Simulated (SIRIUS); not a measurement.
# MgO (Fm-3m) in SIRIUS: reference runs

Reference runs on MgO: the cell as given.

All numbers are computed with SIRIUS 7.12.0; they aren't measurements. Logs are shortened: lines on timing, memory, paths and dates and some standing lists are left out, and cuts for length are marked. The log counts tension as positive stress, the text compression.

**What was measured.**

“Electronic structure of alkaline earth and post-transition metal oxides”, 2009, arxiv:0908.1581 quotes, for a bulk crystal of MgO: band gap 7.83 eV.

The runs below are set against these values where they give the same quantity.

### 1 The structure

The structure is cubic, space group Fm-3m (No. 225). Conventional cell: a = 4.194 Å, b = 4.194 Å, c = 4.194 Å, α = 90.00°, β = 90.00°, γ = 90.00°. Around Mg (site symmetry m-3m) lie 6 O at 2.10 Å. O (site symmetry m-3m) has 6 Mg at 2.10 Å as nearest neighbours.

The cell is a database's computed one.

### 2 Single point, PBEsol

sirius.json

```json
{
  "control": {
    "processing_unit": "cpu",
    "std_evp_solver_name": "lapack",
    "gen_evp_solver_name": "lapack",
    "verbosity": 2,
    "print_forces": true,
    "ortho_rf": true,
    "use_second_variation": true,
    "rmt_max": 3.0,
    "num_bands_to_print": 15,
    "save_wf": true
  },
  "parameters": {
    "electronic_structure_method": "full_potential_lapwlo",
    "xc_functionals": ["XC_GGA_X_PBE_SOL", "XC_GGA_C_PBE_SOL"],
    "core_relativity": "dirac",
    "valence_relativity": "iora",
    "num_fv_states": 15,
    "smearing": "fermi_dirac",
    "smearing_width": 0.0018374661,
    "pw_cutoff": 24,
    "gk_cutoff": 4.62,
    "lmax_apw": 12,
    "lmax_rho": 8,
    "lmax_pot": 8,
    "num_mag_dims": 0,
    "auto_rmt": 0,
    "ngridk": [11, 11, 11],
    "shiftk": [0, 0, 0],
    "num_dft_iter": 80,
    "energy_tol": 1e-07,
    "density_tol": 1e-05,
    "use_symmetry": true
  },
  "settings": {"tol_ne": 1e-10},
  "iterative_solver": {"type": "exact"},
  "mixer": {"type": "anderson", "beta": 0.5, "max_history": 8},
  "unit_cell": {
    "lattice_vectors": [[0.0, 3.9627583152, 3.9627583152], [3.9627583152, 0.0, 3.9627583152], [3.9627583152, 3.9627583152, 0.0]],
    "atom_types": ["Mg", "O"],
    "atom_files": {"Mg": "Mg.json", "O": "O.json"},
    "atoms": {"Mg": [[0.0, 0.0, 0.0]], "O": [[0.5, 0.5, 0.5]]}
  }
}
```

Mg.json

```json
{
  "name": "magnesium",
  "symbol": "Mg",
  "number": 12,
  "mass": 24.305,
  "rmin": 1e-06,
  "rmt": 2.25,
  "nrmt": 800,
  "rinf": 17.32,
  "core": "1s",
  "valence": [
    {"basis": [{"enu": -0.03, "dme": 0, "n": 0, "auto": 0}, {"enu": -0.03, "dme": 1, "n": 0, "auto": 0}]},
    {"l": 0, "n": 1, "basis": [{"enu": 0.07, "dme": 0, "n": 0, "auto": 0}]},
    {"l": 1, "n": 2, "basis": [{"enu": 0.07, "dme": 0, "n": 0, "auto": 0}]},
    {"l": 2, "n": 3, "basis": [{"enu": 0.07, "dme": 0, "n": 0, "auto": 0}]},
    {"l": 3, "n": 4, "basis": [{"enu": 0.07, "dme": 0, "n": 0, "auto": 0}]}
  ],
  "lo": [
    {"l": 0, "basis": [{"enu": 0.07, "dme": 0, "n": 0, "auto": 0}, {"enu": 0.07, "dme": 1, "n": 0, "auto": 0}]},
    {
      "l": 0,
      "basis": [{"enu": -2.6661, "dme": 0, "n": 2, "auto": 1}, {"enu": -2.6661, "dme": 1, "n": 2, "auto": 1}]
    },
    {
      "l": 0,
      "basis": [{"enu": -2.6661, "dme": 1, "n": 2, "auto": 1}, {"enu": 0.07, "dme": 0, "n": 0, "auto": 0}]
    },
    {"l": 0, "basis": [{"enu": 0.07, "dme": 0, "n": 0, "auto": 0}, {"enu": 3.2305, "dme": 0, "n": 0, "auto": 0}]},
    {"l": 1, "basis": [{"enu": 0.07, "dme": 0, "n": 0, "auto": 0}, {"enu": 0.07, "dme": 1, "n": 0, "auto": 0}]},
    {
      "l": 1,
      "basis": [{"enu": -1.4716, "dme": 0, "n": 2, "auto": 1}, {"enu": -1.4716, "dme": 1, "n": 2, "auto": 1}]
    },
    {
      "l": 1,
      "basis": [{"enu": -1.4716, "dme": 1, "n": 2, "auto": 1}, {"enu": 0.07, "dme": 0, "n": 0, "auto": 0}]
    },
    {"l": 1, "basis": [{"enu": 0.07, "dme": 0, "n": 0, "auto": 0}, {"enu": 3.7046, "dme": 0, "n": 0, "auto": 0}]},
    {"l": 2, "basis": [{"enu": 0.07, "dme": 0, "n": 0, "auto": 0}, {"enu": 0.07, "dme": 1, "n": 0, "auto": 0}]},
    {"l": 2, "basis": [{"enu": 0.07, "dme": 1, "n": 0, "auto": 0}, {"enu": 0.07, "dme": 2, "n": 0, "auto": 0}]},
    {"l": 2, "basis": [{"enu": 0.07, "dme": 0, "n": 0, "auto": 0}, {"enu": 3.1515, "dme": 0, "n": 0, "auto": 0}]},
    {"l": 3, "basis": [{"enu": 0.07, "dme": 0, "n": 0, "auto": 0}, {"enu": 0.07, "dme": 1, "n": 0, "auto": 0}]}
  ],
  "free_atom": [... radial grid and density of the free atom, the start of the SCF ...]
}
```

O.json

```json
{
  "name": "oxygen",
  "symbol": "O",
  "number": 8,
  "mass": 15.9994,
  "rmin": 1e-06,
  "rmt": 1.56,
  "nrmt": 800,
  "rinf": 11.55,
  "core": "1s",
  "valence": [
    {"basis": [{"enu": -0.03, "dme": 0, "n": 0, "auto": 0}, {"enu": -0.03, "dme": 1, "n": 0, "auto": 0}]},
    {"l": 0, "n": 1, "basis": [{"enu": -0.1471, "dme": 0, "n": 0, "auto": 0}]},
    {"l": 1, "n": 2, "basis": [{"enu": 0.07, "dme": 0, "n": 0, "auto": 0}]},
    {"l": 2, "n": 3, "basis": [{"enu": 0.07, "dme": 0, "n": 0, "auto": 0}]},
    {"l": 3, "n": 4, "basis": [{"enu": 0.07, "dme": 0, "n": 0, "auto": 0}]}
  ],
  "lo": [
    {
      "l": 0,
      "basis": [{"enu": -0.1471, "dme": 0, "n": 0, "auto": 0}, {"enu": -0.1471, "dme": 1, "n": 0, "auto": 0}]
    },
    {
      "l": 0,
      "basis": [{"enu": -0.1471, "dme": 1, "n": 0, "auto": 0}, {"enu": -0.1471, "dme": 2, "n": 0, "auto": 0}]
    },
    {
      "l": 0,
      "basis": [{"enu": -0.1471, "dme": 0, "n": 0, "auto": 0}, {"enu": 4.7838, "dme": 0, "n": 0, "auto": 0}]
    },
    {"l": 1, "basis": [{"enu": 0.07, "dme": 0, "n": 0, "auto": 0}, {"enu": 0.07, "dme": 1, "n": 0, "auto": 0}]},
    {"l": 1, "basis": [{"enu": 0.07, "dme": 1, "n": 0, "auto": 0}, {"enu": 0.07, "dme": 2, "n": 0, "auto": 0}]},
    {"l": 1, "basis": [{"enu": 0.07, "dme": 0, "n": 0, "auto": 0}, {"enu": 5.7406, "dme": 0, "n": 0, "auto": 0}]},
    {"l": 2, "basis": [{"enu": 0.07, "dme": 0, "n": 0, "auto": 0}, {"enu": 0.07, "dme": 1, "n": 0, "auto": 0}]},
    {"l": 2, "basis": [{"enu": 0.07, "dme": 1, "n": 0, "auto": 0}, {"enu": 0.07, "dme": 2, "n": 0, "auto": 0}]},
    {"l": 2, "basis": [{"enu": 0.07, "dme": 0, "n": 0, "auto": 0}, {"enu": 6.4803, "dme": 0, "n": 0, "auto": 0}]},
    {"l": 3, "basis": [{"enu": 0.07, "dme": 0, "n": 0, "auto": 0}, {"enu": 0.07, "dme": 1, "n": 0, "auto": 0}]}
  ],
  "free_atom": [... radial grid and density of the free atom, the start of the SCF ...]
}
```

sirius_start.json

```json
{
  "control": {
    "processing_unit": "cpu",
    "std_evp_solver_name": "lapack",
    "gen_evp_solver_name": "lapack",
    "verbosity": 1,
    "print_forces": false,
    "ortho_rf": true,
    "use_second_variation": true,
    "rmt_max": 3.0,
    "num_bands_to_print": 15,
    "save_wf": false
  },
  "parameters": {
    "electronic_structure_method": "full_potential_lapwlo",
    "xc_functionals": ["XC_LDA_X", "XC_LDA_C_PW"],
    "core_relativity": "dirac",
    "valence_relativity": "iora",
    "num_fv_states": 15,
    "smearing": "fermi_dirac",
    "smearing_width": 0.0055123983,
    "pw_cutoff": 24,
    "gk_cutoff": 3.69,
    "lmax_apw": 12,
    "lmax_rho": 8,
    "lmax_pot": 8,
    "num_mag_dims": 0,
    "auto_rmt": 0,
    "ngridk": [4, 4, 4],
    "shiftk": [0, 0, 0],
    "num_dft_iter": 30,
    "energy_tol": 0.01,
    "density_tol": 0.05,
    "use_symmetry": true
  },
  "settings": {"tol_ne": 1e-10},
  "iterative_solver": {"type": "exact"},
  "mixer": {"type": "anderson", "beta": 0.5, "max_history": 8},
  "unit_cell": {
    "lattice_vectors": [[0.0, 3.9627583152, 3.9627583152], [3.9627583152, 0.0, 3.9627583152], [3.9627583152, 3.9627583152, 0.0]],
    "atom_types": ["Mg", "O"],
    "atom_files": {"Mg": "Mg.json", "O": "O.json"},
    "atoms": {"Mg": [[0.0, 0.0, 0.0]], "O": [[0.5, 0.5, 0.5]]}
  }
}
```

Potentials or basis: all-electron FP-LAPW, apw+lo standard.

Launch:

```sh
> OMP_NUM_THREADS=1 sirius.scf --input=sirius_start.json --output=start.json
> OMP_NUM_THREADS=1 sirius.scf --input=sirius.json --output=output.json --task=1
```

Log:

```text
[info] SIRIUS version : 7.12.0
[info] number of MPI ranks           : 1
[info] MPI grid                      : 1 1
[info] maximum number of OMP threads : 1
[fft] FFT context for density and potential
[fft] =====================================
[fft]   plane wave cutoff                     : 24
[fft]   grid size                             : 45 45 45   total : 91125
[fft]   grid limits                           : -22 22   -22 22   -22 22
[fft]   number of G-vectors within the cutoff : 29123
[fft]   number of G-shells                    : 795
[fft] FFT context for coarse grid
[fft] =====================================
[fft]   plane wave cutoff                     : 9.24
[fft]   grid size                             : 20 20 20   total : 8000
[fft]   grid limits                           : -9 10   -9 10   -9 10
[fft]   number of G-vectors within the cutoff : 1639
[fft]   number of G-shells                    : 65
[unit cell] lattice vectors
[unit cell]   a1 :       0.0000000000      3.9627583152      3.9627583152
[unit cell]   a2 :       3.9627583152      0.0000000000      3.9627583152
[unit cell]   a3 :       3.9627583152      3.9627583152      0.0000000000
[unit cell] reciprocal lattice vectors
[unit cell]   b1 :      -0.7927792723      0.7927792723      0.7927792723
[unit cell]   b2 :       0.7927792723     -0.7927792723      0.7927792723
[unit cell]   b3 :       0.7927792723      0.7927792723     -0.7927792723
[unit cell] unit cell volume :       124.45798159 [a.u.^3]
[unit cell] 1/sqrt(omega)    :         0.08963727
[unit cell] MT volume        :        63.61532858 (51.11%)
[unit cell] IT volume        :        60.84265301 (48.89%)
[unit cell] number of atom types : 2
[unit cell] type id : 0 symbol : Mg mt_radius :   2.250000 num_atoms : 1
[unit cell] type id : 1 symbol :  O mt_radius :   1.560000 num_atoms : 1
[unit cell] total number of atoms : 2
[unit cell] number of symmetry classes : 2
[unit cell] atom id  type id  class id             position                      vector_field
[unit cell] ------------------------------------------------------------------------------------------
[unit cell]      0        0        0      0.00000   0.00000   0.00000      0.00000   0.00000   0.00000
[unit cell]      1        1        1      0.50000   0.50000   0.50000      0.00000   0.00000   0.00000
[unit cell] atom id         position (Cartesian, a.u.)
[unit cell] ---------------------------------------------
[unit cell]      0       0.000000    0.000000    0.000000
[unit cell]      1       3.962758    3.962758    3.962758
[unit cell] class id : 0 atom id : 0
[unit cell] class id : 1 atom id : 1
[unit cell] minimum bond length:     3.962758
[... 347 lines left out ...]
[diagonalize] ik:   52   -2.486461   -1.273587   -1.272541   -1.271892   -0.425532    0.020489    0.075536    0.110054    0.542082    0.558153    0.637497    0.778746    0.888294    0.993329    1.187579
[diagonalize] ik:   53   -2.486429   -1.273536   -1.272810   -1.272029   -0.420851    0.024355    0.058700    0.103342    0.552073    0.584054    0.619760    0.757599    0.922756    0.967808    1.167048
[diagonalize] ik:   54   -2.486411   -1.273529   -1.272744   -1.272264   -0.419457    0.023408    0.066454    0.093323    0.547898    0.578754    0.610747    0.757346    0.905252    1.030681    1.135558
[diagonalize] ik:   55   -2.486408   -1.273233   -1.273103   -1.272241   -0.418663    0.037974    0.045844    0.093197    0.565343    0.591061    0.604681    0.737298    0.933699    0.983742    1.135451
[generate_core_charge_density] atom class : 0
[generate_core_charge_density]   n,l,k : 1 0 1  energy :         -45.73806325
[generate_core_charge_density] atom class : 1
[generate_core_charge_density]   n,l,k : 1 0 1  energy :         -18.27189796
[find] Total energy                   :    -275.04661507 (Ha),    -550.09323013 (Ry)
[find] iteration : 1, RMS (target) : 4.0959e-02 (1.0000e-05) , energy difference (target) : -1.4314e-05 (1.0000e-07)
[find] Total energy                   :    -275.04661653 (Ha),    -550.09323307 (Ry)
[find] iteration : 2, RMS (target) : 5.1506e-03 (1.0000e-05) , energy difference (target) : -1.4653e-06 (1.0000e-07)
[find] Total energy                   :    -275.04662486 (Ha),    -550.09324971 (Ry)
[find] iteration : 3, RMS (target) : 6.5294e-04 (1.0000e-05) , energy difference (target) : -8.3241e-06 (1.0000e-07)
[find] Total energy                   :    -275.04662575 (Ha),    -550.09325149 (Ry)
[find] iteration : 4, RMS (target) : 1.8604e-04 (1.0000e-05) , energy difference (target) : -8.8915e-07 (1.0000e-07)
[... 13 lines left out ...]
[find] valence_eval_sum               :     -12.92936314
[find] core_eval_sum                  :    -127.99599067
[find] kinetic energy                 :     275.06936909
[find] enuc                           :    -333.60013899
[find] <rho|V^{XC}>                   :     -31.82927278
[find] <rho|E^{XC}>                   :     -24.43312801
[find] <mag|B^{XC}>                   :       0.00000000
[find] <rho|V^{H}>                    :    -384.16545006
[find] smearing (-TS)                 :      -0.00000000
[find] SCF correction                 :      -0.00000284
[find] Total energy                   :    -275.04662578 (Ha),    -550.09325156 (Ry)
[find] Free energy (E-TS)             :    -275.04662578 (Ha),    -550.09325156 (Ry)
[find] band gap (eV)                  :       4.76674727
[find] Efermi                         :       0.27262026
[find] iteration : 6, RMS (target) : 8.4895e-07 (1.0000e-05) , energy difference (target) : 7.3828e-10 (1.0000e-07)
[find] converged after 7 SCF iterations!
[find] Charges and magnetic moments
[find] --------------------------------------------------------------------------------
[find] atom      charge    core leakage
[find] --------------------------------------------------------------------------------
[find]    0   10.806849    0.000000e+00
[find]    1    7.099225    1.920150e-07
[find] total core leakage    : 1.92015030e-07
[find] interstitial charge   : 2.093925
[find] total charge          : 20.000000
[find] Energy
[find] --------------------------------------------------------------------------------
[find] valence_eval_sum               :     -12.92936314
[find] core_eval_sum                  :    -127.99599067
[find] kinetic energy                 :     275.06936909
[find] enuc                           :    -333.60013899
[find] <rho|V^{XC}>                   :     -31.82927278
[find] <rho|E^{XC}>                   :     -24.43312801
[find] <mag|B^{XC}>                   :       0.00000000
[find] <rho|V^{H}>                    :    -384.16545006
[find] smearing (-TS)                 :      -0.00000000
[find] SCF correction                 :      -0.00000284
[find] Total energy                   :    -275.04662578 (Ha),    -550.09325156 (Ry)
[find] Free energy (E-TS)             :    -275.04662578 (Ha),    -550.09325156 (Ry)
[find] band gap (eV)                  :       4.76674727
[find] Efermi                         :       0.27262026
[ground_state]
[ground_state] ==== total Forces in Ha/bohr =====
[ground_state] atom:    0, force:       0.0000000      0.0000000      0.0000000
[ground_state] atom:    1, force:       0.0000000      0.0000000      0.0000000
[ground_state] ==== contribution from density =====
[ground_state] atom:    0, force:       0.0000000      0.0000000      0.0000000
[ground_state] atom:    1, force:       0.0000000      0.0000000      0.0000000
[ground_state] ==== contribution from Hartree potential =====
[ground_state] atom:    0, force:       0.0000000      0.0000000      0.0000000
[ground_state] atom:    1, force:       0.0000000      0.0000000      0.0000000
[ground_state] ==== contribution from IBS =====
[ground_state] atom:    0, force:       0.0000000      0.0000000      0.0000000
[ground_state] atom:    1, force:       0.0000000      0.0000000      0.0000000
```

Wall time 63 s (1 thread of Arm Neoverse V1, shared host); peak memory 0.53 GiB.

Results:

```
Free energy                                       : -7484.4000 eV
Band gap on the k mesh                            : 4.77 eV, direct
All electrons inside the program's atomic spheres : Mg 10.81; O 7.10 (radii Mg 2.25, O 1.56 bohr)
```

Levels at points of the mesh, in eV from the valence-band top:
```csv
k point,band 4,band 5,band 6,band 7,band 8,band 9,band 10,band 11,band 12,band 13
"(0.00, 0.00, 0.00)",-38.76,-17.26,0.00,0.00,0.00,4.77,15.72,15.72,15.72,19.57
```

### 3 Comparison with measurements

Step 2. Measured gap of MgO: 7.83 eV (quoted in “Electronic structure of alkaline earth and post-transition metal oxides”, 2009, arxiv:0908.1581). This calculation gives 4.77 eV (-3.06 eV). The value is that of PBEsol, without temperature or zero-point motion. Semilocal functionals fall short of measured gaps as a rule. The cell is a database's relaxed one, not the measured one, which moves gaps too.
